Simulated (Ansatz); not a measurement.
Geometry optimisation, DFT PBE, scalar-relativistic, plane waves, PAW in Ansatz 0.2.0.

input.yaml

```yaml
accuracy: low
crystal:
  lattice:
    - [10.04, 0.0, 0.0]
    - [5.02, 7.099352, 0.0]
    - [0.0, 0.0, 25.198704]
  atoms:
    - { symbol: Ba, position: [0.0, 0.0, 0.0396846] }
    - { symbol: Ba, position: [0.5, 0.0, 0.0396846] }
    - { symbol: Ba, position: [0.0, 0.5, 0.0396846] }
    - { symbol: Ba, position: [0.5, 0.5, 0.0396846] }
    - { symbol: Ba, position: [-0.25, 0.5, 0.180552] }
    - { symbol: Ba, position: [0.25, 0.5, 0.180552] }
    - { symbol: Ba, position: [-0.25, 1.0, 0.180552] }
    - { symbol: Ba, position: [0.25, 1.0, 0.180552] }
    - { symbol: Ba, position: [0.0, 0.0, 0.3214194] }
    - { symbol: Ba, position: [0.5, 0.0, 0.3214194] }
    - { symbol: Ba, position: [0.0, 0.5, 0.3214194] }
    - { symbol: Ba, position: [0.5, 0.5, 0.3214194] }
    - { symbol: Ba, position: [-0.25, 0.5, 0.4622868] }
    - { symbol: Ba, position: [0.25, 0.5, 0.4622868] }
    - { symbol: Ba, position: [-0.25, 1.0, 0.4622868] }
    - { symbol: Ba, position: [0.25, 1.0, 0.4622868] }
    - { symbol: Ba, position: [0.0, 0.0, 0.6031542] }
    - { symbol: Ba, position: [0.5, 0.0, 0.6031542] }
    - { symbol: Ba, position: [0.0, 0.5, 0.6031542] }
    - { symbol: Ba, position: [0.5, 0.5, 0.6031542] }
    - { symbol: O, position: [0.3110104, 0.848096, 0.6622842] }
basis:
  ecutwfc: 420.0
kpoints:
  mp_grid: { grid: [2, 2, 1] }
hamiltonian:
  xc: pbe
scf:
  occupations: { method: fermi_dirac, width: 0.05 }
  lower_state_search: "off"
relax:
  f_tol: 0.08
  max_steps: 25
  adjacent_minimum: "off"
  constraints: [{ sites: [0, 1, 2, 3] }]
output:
  write_density: true
  write_potential: true
  elf: true
  volumetric_format: npy
```

Command:

```bash
$ ansatz run input.yaml --threads 4 --pin off --max-ram 10240MiB --backend cpu --events-out ev --progress --plain --runs-dir out
```

**Question.** Where does it end, and by what steps?

**Answer.** The forces met the threshold. The force dipped under the threshold on the way, but the program's further checks kept it going. Limits of this set-up: coarse k mesh, slab without dipole correction, low accuracy level. After 9 steps the energy has fallen by 2.565 eV; O21 moved furthest, 1.27 Å.

| step | energy less start (eV) | largest force component (eV/Å) | accepted |
| --- | --- | --- | --- |
| 0 | 0.0000 | 2.267 | yes |
| 1 | -1.1840 | 2.044 | yes |
| 2 | -1.9378 | 1.229 | yes |
| 3 | -2.2979 | 0.554 | yes |
| 4 | -2.4985 | 0.326 | yes |
| 5 | -2.5498 | 0.081 | yes |
| 6 | -2.5583 | 0.014 | yes |
| 7 | -2.5614 | 0.035 | yes |
| 8 | -2.5635 | 0.031 | yes |
| 9 | -2.5653 | 0.027 | yes |

```xyz
21
Lattice="10.0400 0.0000 0.0000 5.0200 7.0994 0.0000 0.0000 0.0000 25.1987" Properties=species:S:1:pos:R:3
Ba 0.000 0.000 1.000
Ba 5.020 0.000 1.000
Ba 2.510 3.550 1.000
Ba 7.530 3.550 1.000
Ba -0.006 3.518 4.474
Ba 5.029 3.516 4.472
Ba 2.513 7.060 4.444
Ba 7.530 7.072 4.464
Ba -0.040 -0.060 7.978
Ba 5.066 -0.064 7.969
Ba 2.516 3.459 8.002
Ba 7.531 3.516 8.048
Ba 0.073 3.380 11.558
Ba 4.953 3.399 11.565
Ba 2.505 6.993 11.578
Ba 7.546 6.909 11.457
Ba 0.417 0.178 15.174
Ba 4.613 0.193 15.190
Ba 2.500 4.010 15.061
Ba 7.545 3.832 15.268
O 7.542 6.190 15.441
```

The run took 64 s on 4 threads of AMD EPYC 9R45 96-Core Processor (Zen 5), on a shared host, peak memory 5 GiB.
